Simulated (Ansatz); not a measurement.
# NiO (Fm-3m) in Ansatz: notebook

One crystal, NiO, is run at these levels: PBE+U; tasks: band structure.

All numbers are computed with Ansatz 0.2.0; they aren't measurements. Logs are shortened: lines on timing, memory, paths and dates and some standing lists are left out, and cuts for length are marked.

## (1) The crystal as given

Symmetry: Fm-3m, No. 225, cubic system. The conventional cell has a = 4.183 Å, b = 4.183 Å, c = 4.183 Å, α = 90.00°, β = 90.00°, γ = 90.00°. Ni (site symmetry m-3m) is surrounded by 6 O at 2.09 Å. O (site symmetry m-3m) is surrounded by 6 Ni at 2.09 Å.

## (2) Band structure, PBE+U, collinear spin, ferromagnetic start

Contents of input.yaml:

```yaml
crystal:
  lattice:
    - [0.0, 2.09130951, 2.09130951]
    - [2.09130951, 0.0, 2.09130951]
    - [2.09130951, 2.09130951, 0.0]
  atoms:
    - { symbol: Ni, position: [0.0, 0.0, 0.0], spin: 1.0 }
    - { symbol: O, position: [0.5, 0.5, 0.5] }
hamiltonian:
  xc: pbe
  pseudopotentials: { kind: paw }
  hubbard: { sites: [{ species: Ni, l: d, u_eff: 2.0 }] }
magnetization:
  spin_polarized: true
kpoints:
  mp_grid: { grid: [11, 11, 11] }
  band_path:
    path:
      - [[0.0, 0.0, 0.0], [0.5, 0.0, 0.5], [0.5, 0.25, 0.75], [0.375, 0.375, 0.75], [0.0, 0.0, 0.0], [0.5, 0.5, 0.5], [0.625, 0.25, 0.625], [0.5, 0.25, 0.75], [0.5, 0.5, 0.5], [0.375, 0.375, 0.75]]
      - [[0.625, 0.25, 0.625], [0.5, 0.0, 0.5]]
    npoints: 14
scf:
  occupations: { method: fermi_dirac, width: 0.05 }
  n_extra_bands: 6
output:
  forces: true
  stress: true
  eigenvalues: true
  fatbands: false
```

Potentials or basis: Ansatz PAW.

Command:

```console
ansatz run input.yaml --threads 2 --pin off --max-ram 5632MiB --backend cpu --events-out ev --progress --plain --runs-dir out
```

Standard output:

```text
Warning: RAYON_NUM_THREADS=2 ignored (pool sized by the plan → 2); use --threads N
Ni: projections on atomic orbitals take those of the free atom [Ne] 3s2 3p6 3d8 4s2, of charge +0.00 (hamiltonian.pseudopotentials.projection_atoms); the dataset's partial waves leave at most 1.6e-6 of an orbital's norm unspanned inside its sphere
O: projections on atomic orbitals take those of the free atom [He] 2s2 2p4, of charge +0.00 (hamiltonian.pseudopotentials.projection_atoms); the dataset's partial waves leave at most 1.9e-8 of an orbital's norm unspanned inside its sphere
scf.n_extra_bands = 6 over 12 filled bands (N_el = 24.0): the run solves 18 bands
Engine: ansatz 0.2.0, aarch64-unknown-linux-gnu
Pseudopotentials: kind: paw
Pseudopotential: Ni, paw, valence charge 18, recommended cutoff 420 eV (normal), Ni.paw.azcp
Pseudopotential: O, paw, valence charge 6, recommended cutoff 420 eV (normal), O.paw.azcp
Functional definition: PBE
  parameter kappa = 0.804
  parameter beta = 0.06672455060314922
  exchange = pbe_x(kappa = kappa, mu = beta*pi^2/3)
  correlation = pbe_c(beta = beta)
Crystal: 2 atoms, lattice volume = 18.293 Å³
Basis set: ecut = 420 eV, 339 PW (Γ), exchange–correlation on 40×40×40 points (8 copies of the dense FFT grid, shifted against one another)
Bands: 18, of which v1, the nominal top of the filled ones, is band 12 counted from 1 (11 counted from 0)
Symmetry: 48 space group operations
Space group: Fm-3m (ITA 225), of the structure as read, at distance tolerance 2.6e-5 Å
Magnetic group: BNS 225.116 (UNI 1618), of the structure as read, at distance tolerance 2.6e-5 Å
k-points: 56 of 1331
Non-local potential: Ni, projectors of the file, l = 0: 3, l = 1: 2, l = 2: 3, l = 3: 1
Non-local potential: O, projectors of the file, l = 0: 2, l = 1: 2, l = 2: 1
PAW form: soft (Blöchl's): semilocal exchange-correlation on the pseudo side does not see the compensation charge
PAW one-centre angular grid: Ni, 590 points (default); XC on 64 Gauss nodes
PAW one-centre angular grid: O, 110 points (default); XC on 64 Gauss nodes
Initial density: superposition of atomic densities (chi_scale 0.1, normalization cell, long waves kept (reshape's long-wave potential 0.00 eV rms))
Starting moments: Σ|m| = 1 μB on 1 of 2 sites
Initial wavefunctions: pseudopotential atomic-orbital guess
Functional: x = pbe(κ = 0.804, μ = 0.2195149727645171), c = pbe(β = 0.06672455060314922)
SCF iter   1: F=—  HF=-6408.597944 eV  |F-HF|=—  |Δ(HF+E_count)|=         —  Δρ=3.19e-1 (↑1.63e-1 ↓3.19e-1)  dr2=3.20e1  dr2_m=1.30e0  M=0.203 μB ∫|m|=0.206 μB  β_m=0.30  ethr=3.10e-3  ⟨swp⟩=5.7  Hψ=8887  notcnv=0
preconditioner: auto → none  [metal: Δε(μ)=0.046 eV  Ē_g=17.610 eV  σ=0.050 eV  W_gap=0.22  n_scr=8 (ndim 8)  ℏωp=34.7 eV  f_vac=0.000  D(μ)=1.28/eV (n_scr^D=14)  sad-step TF]
SCF iter   2: F=—  HF=-6404.716134 eV  |F-HF|=—  |Δ(HF+E_count)|=    3.88e0  Δρ=5.91e-2 (↑4.87e-2 ↓5.91e-2)  dr2=4.65e-1  dr2_m=4.98e-2  M=0.713 μB ∫|m|=0.713 μB  β_m=0.30  ethr=3.10e-3  ⟨swp⟩=3.3  Hψ=5472  notcnv=0  defer=112
[... 12 lines left out ...]
SCF iter  13: F=—  HF=-6405.279878 eV  |F-HF|=—  |Δ(HF+E_count)|=   4.67e-2  Δρ=4.23e-3 (↑4.23e-3 ↓3.12e-3)  dr2=4.04e-4  dr2_m=1.90e-3  M=1.997 μB ∫|m|=2.004 μB  β_m=0.42  ethr=1.26e-5  ⟨swp⟩=2.0  Hψ=4531  notcnv=0  defer=118
SCF iter  14: F=—  HF=-6405.286214 eV  |F-HF|=—  |Δ(HF+E_count)|=   6.34e-3  Δρ=1.43e-3 (↑1.19e-3 ↓1.43e-3)  dr2=8.18e-6  dr2_m=2.85e-4  M=1.999 μB ∫|m|=2.008 μB  β_m=0.51  ethr=1.69e-6  ⟨swp⟩=2.0  Hψ=3587  notcnv=0  defer=118
SCF iter  15: F=—  HF=-6405.286494 eV  |F-HF|=—  |Δ(HF+E_count)|=   2.80e-4  Δρ=8.75e-4 (↑4.01e-4 ↓8.75e-4)  dr2=5.28e-5  dr2_m=6.31e-5  M=1.999 μB ∫|m|=2.008 μB  β_m=0.61  ethr=3.41e-8  ⟨swp⟩=2.0  Hψ=3253  notcnv=0  defer=118
SCF iter  16: F=—  HF=-6405.286500 eV  |F-HF|=—  |Δ(HF+E_count)|=   5.28e-6  Δρ=4.02e-5 (↑2.58e-5 ↓4.02e-5)  dr2=3.15e-7  dr2_m=8.95e-8  M=1.999 μB ∫|m|=2.008 μB  β_m=0.76  ethr=3.41e-8  ⟨swp⟩=2.0  Hψ=2928  notcnv=0  defer=118
SCF iter  17: F=-6405.286500 eV  HF=-6405.286500 eV  |F-HF|=6.40e-9  |Δ(HF+E_count)|=   2.22e-8  Δρ=9.79e-6 (↑6.26e-6 ↓9.79e-6)  dr2=2.16e-9  dr2_m=9.97e-9  M=1.999 μB ∫|m|=2.008 μB  ethr=4.17e-10  ⟨swp⟩=9.0  Hψ=9677  notcnv=0
SCF 1 converged in 17 iterations: F = -6405.286500 eV  dr2 = 2.16e-9
NSCF: frozen V_eff on 142 k-points
SCF converged after 17 iterations
Magnetization: 1.9993 μB (12.9997 up, 11.0003 down)
Absolute magnetization: 2.0070 μB (∫|ρ↑−ρ↓|, with the PAW one-centre terms)
Spin contamination: 0.0018 ħ² per cell (⟨S²⟩ above its minimum at these occupations)
Per-site moments (μB) at R_I (Å): [(1.632317627896767, 0.862665172875), (0.3007175339251992, 0.862665172875)]
Free energy (F): -6405.286500 eV
Harris-Foulkes:  -6405.286500 eV  (|F-HF|=6.40e-9)
Internal energy: -6405.286322 eV  (E = F + TS)
E sigma→0 (E₀):  -6405.286411 eV
Entropy (-TS):   -0.000178 eV (-0.089 meV/atom)
Fermi energy:    14.299395 eV
--- Per-component energies (eV) ---
  E_band       = -339.406999
  E_kinetic    = 451.073076
  E_local      = -4000.647660  (includes V_loc(G=0)·N_el)
  E_nonlocal   = 691.686107
  E_hartree    = 1645.609358
  E_xc         = -156.055676
  E_vxc        = -200.179999  (∫ρ·V_xc dr)
  E_hubbard    = 0.332665  (on-site DFT+U / exact-exchange correction)
  E_vhub       = -7.678207  (the Hubbard potential's part of the band-sum identity)
  E_paw        = -1790.904651  (= ΣΔE_a)
  E_vpaw       = -564.879381  (= ΣTr[D̂ρ^β])
  E_aug_tail   = 0.002860  (compensation charges beyond the density's cutoff)
  E_ewald      = -3246.382401
  E_smearing   = -0.000178  (= −TS)
  E_closure    = 0.000000  (closes the sum)
  Σ components = -6405.286500   (vs F -6405.286500, Δ=0.00e0)
--- Forces (eV/Å), atoms counted from 1 ---
  atom   1  Ni    -0.00000000    -0.00000000     0.00000000
  atom   2  O      0.00000000    -0.00000000     0.00000000
  max |Σ_I F_I| component: 1.74e-29 eV/Å
--- Stress (GPa, compression-positive) ---
        8.832054       0.000000      -0.000000
       -0.000000       8.832054       0.000000
       -0.000000       0.000000       8.832054
  P = ⅓ Tr σ = 8.8321 GPa (88.321 kbar)
--- Band table (eV; the first three rows and the last of 112) ---
  k-point 0 ↑: bands = ["-90.4817", "-50.8494", "-50.8494", "-50.8494", "-5.8161", "9.7705", "9.7705", "10.4194", "10.4194", "10.4194", "11.5809", "11.5809", "11.5809", "15.8362", "32.0867", "33.0753", "33.0753", "33.0753"]
  k-point 1 ↑: bands = ["-90.4815", "-50.8517", "-50.8498", "-50.8498", "-5.7207", "9.4765", "9.4765", "10.0609", "10.4313", "10.4313", "11.3688", "11.9469", "11.9469", "16.4422", "30.2068", "32.7720", "32.7720", "34.0104"]
  k-point 2 ↑: bands = ["-90.4810", "-50.8580", "-50.8506", "-50.8506", "-5.4534", "8.9034", "8.9034", "8.9798", "10.5558", "10.5558", "11.3092", "12.6253", "12.6253", "17.6761", "27.9130", "31.6144", "31.6144", "34.3612"]
  k-point 55 ↓: bands = ["-88.3575", "-48.8021", "-48.8005", "-48.7916", "-3.6814", "8.4463", "8.4886", "9.6319", "12.2576", "12.3061", "12.5332", "15.2834", "15.9544", "23.3301", "25.1075", "25.3085", "28.4401", "35.7962"]
Occupation matrices written to <dir>
```

It took 4.3 s on 2 threads of Arm Neoverse V2, shared host; peak memory 0.3 GiB.

Results:

* Free energy: -6405.2865 eV
* Pressure: 8.8 GPa
* Band gap on the k mesh: 0.35 eV, indirect (least direct gap 1.22 eV)
* Band gap along the path: 0.31 eV, indirect (least direct gap 1.15 eV)
* Net moment: 2.00 μB per cell
* Absolute moment: 2.01 μB per cell
* Site moments: Ni +1.63; O +0.30 μB

Levels at the corners of the path, in eV from the valence-band top:
Spin up:
| point | band 10 | band 11 | band 12 | band 13 | band 14 | band 15 | band 16 | band 17 |
| --- | --- | --- | --- | --- | --- | --- | --- | --- |
| Γ | -3.69 | -2.53 | -2.53 | -2.53 | 1.72 | 17.97 | 18.96 | 18.96 |
| X | -3.87 | -3.37 | -2.72 | -2.72 | 6.19 | 10.86 | 12.30 | 16.77 |
| W | -2.72 | -2.68 | -2.68 | -1.84 | 8.59 | 10.89 | 10.89 | 13.53 |
| K | -2.84 | -2.61 | -2.45 | -1.62 | 7.87 | 10.49 | 10.77 | 15.96 |
| Γ | -3.69 | -2.53 | -2.53 | -2.53 | 1.72 | 17.97 | 18.96 | 18.96 |
| L | -3.04 | -2.24 | 0.00 | 0.00 | 5.78 | 10.20 | 14.13 | 14.13 |
| U | -2.84 | -2.61 | -2.45 | -1.62 | 7.87 | 10.49 | 10.77 | 15.96 |
| W | -2.72 | -2.68 | -2.68 | -1.84 | 8.59 | 10.89 | 10.89 | 13.53 |
| L | -3.04 | -2.24 | 0.00 | 0.00 | 5.78 | 10.20 | 14.13 | 14.13 |
| K | -2.84 | -2.61 | -2.45 | -1.62 | 7.87 | 10.49 | 10.77 | 15.96 |
| U | -2.84 | -2.61 | -2.45 | -1.62 | 7.87 | 10.49 | 10.77 | 15.96 |
| X | -3.87 | -3.37 | -2.72 | -2.72 | 6.19 | 10.86 | 12.30 | 16.77 |
Spin down:
| point | band 9 | band 10 | band 11 | band 12 | band 13 | band 14 |
| --- | --- | --- | --- | --- | --- | --- |
| Γ | -2.01 | -2.01 | -2.01 | 0.31 | 0.31 | 2.12 |
| X | -3.39 | -1.69 | -1.69 | 0.74 | 1.24 | 6.72 |
| W | -1.77 | -1.77 | -1.69 | 1.12 | 1.79 | 9.23 |
| K | -2.29 | -1.82 | -1.46 | 1.35 | 1.83 | 8.39 |
| Γ | -2.01 | -2.01 | -2.01 | 0.31 | 0.31 | 2.12 |
| L | -1.70 | -1.70 | -1.28 | 2.98 | 2.98 | 5.98 |
| U | -2.29 | -1.82 | -1.46 | 1.35 | 1.83 | 8.39 |
| W | -1.77 | -1.77 | -1.69 | 1.12 | 1.79 | 9.23 |
| L | -1.70 | -1.70 | -1.28 | 2.98 | 2.98 | 5.98 |
| K | -2.29 | -1.82 | -1.46 | 1.35 | 1.83 | 8.39 |
| U | -2.29 | -1.82 | -1.46 | 1.35 | 1.83 | 8.39 |
| X | -3.39 | -1.69 | -1.69 | 0.74 | 1.24 | 6.72 |

Eigenvalues of the final occupation matrices:
| site | spin | trace | eigenvalues |
| --- | --- | --- | --- |
| site 1 | 1 | 4.99 | 1.00 1.00 1.00 1.00 1.00 |
| site 1 | 2 | 3.36 | 0.19 0.19 0.99 0.99 0.99 |

Caveat: the magnetic or orbital state may not be the lowest; the pressure holds a Pulay correction of +0.7 GPa for the finite cutoff; a cell with one magnetic atom can't hold antiferromagnetic order, which such compounds often take.

(Continued in part 2 of 2.)
